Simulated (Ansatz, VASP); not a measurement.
**One calculation of Ga, two programs**

Contents of INCAR:

```
PREC = Accurate
ENCUT = 520
EDIFF = 1E-7
ISMEAR = -1
SIGMA = 0.05
LREAL = F
LASPH = T
NELM = 60
ALGO = Normal
ISIF = 2
LWAVE = F
LCHARG = F
GGA = PS
NBANDS = 20
```

The input KPOINTS:

```
regular mesh
0
Gamma
  10 10 8
```

Contents of POSCAR:

```
Ga
1.0
    1.3643085195     -3.9720811669      0.0000000000
    1.3643085195      3.9720811669      0.0000000000
   -0.1158601719      0.0000000000      3.2849248782
Ga
2
Direct
    0.1310000000      0.8690000000      0.7500000000
    0.8690000000      0.1310000000      0.2500000000
```

input.yaml

```yaml
crystal:
  lattice:
    - [1.3643085195, -3.9720811669, 0.0]
    - [1.3643085195, 3.9720811669, 0.0]
    - [-0.1158601719, 0.0, 3.2849248782]
  atoms:
    - { symbol: Ga, position: [0.131, 0.869, 0.75] }
    - { symbol: Ga, position: [0.869, 0.131, 0.25] }
hamiltonian:
  xc: pbesol
  pseudopotentials: { kind: paw }
kpoints:
  mp_grid: { grid: [10, 10, 8] }
scf:
  occupations: { method: fermi_dirac, width: 0.05 }
output:
  forces: true
  stress: true
  eigenvalues: true
```

Change from the starting cell: volume scaled by 0.96.

Alike in both runs: task single point; functional PBEsol; k mesh 10 × 10 × 8; occupations fermi-dirac, width 0.05 eV; no spin polarisation.

|  | VASP | Ansatz |
| --- | --- | --- |
| version | VASP 6.6.1 | Ansatz 0.2.0 |
| potentials or method | VASP PAW PBE potentials, release 64 (Ga_d) | Ansatz PAW |
| plane-wave cutoff (eV) | 520 | 420 |
| valence electrons in the cell | 26 | 26 |

|  | VASP | Ansatz | Ansatz less VASP |
| --- | --- | --- | --- |
| gap on the k mesh at the Fermi level (eV) | none | none | - |
| pressure (GPa) | 0.5 | 0.4 | -0.08 |
| largest component of the traceless stress (GPa) | 0.94 | 0.93 | -0.017 |
| rms of the force components (eV/Å) | 0.122 | 0.123 | +0.0008 |

Atom by atom the forces differ by 0.001 eV/Å (rms over components). A gap of «none» marks a metal or a gap that the smearing closes.

Caveats: the PAW data sets were made with another functional, which shifts forces and pressure a little (VASP); the PAW data sets come from PBE, with cores solved anew for the run's functional, which leaves a small shift of forces and pressure (Ansatz).
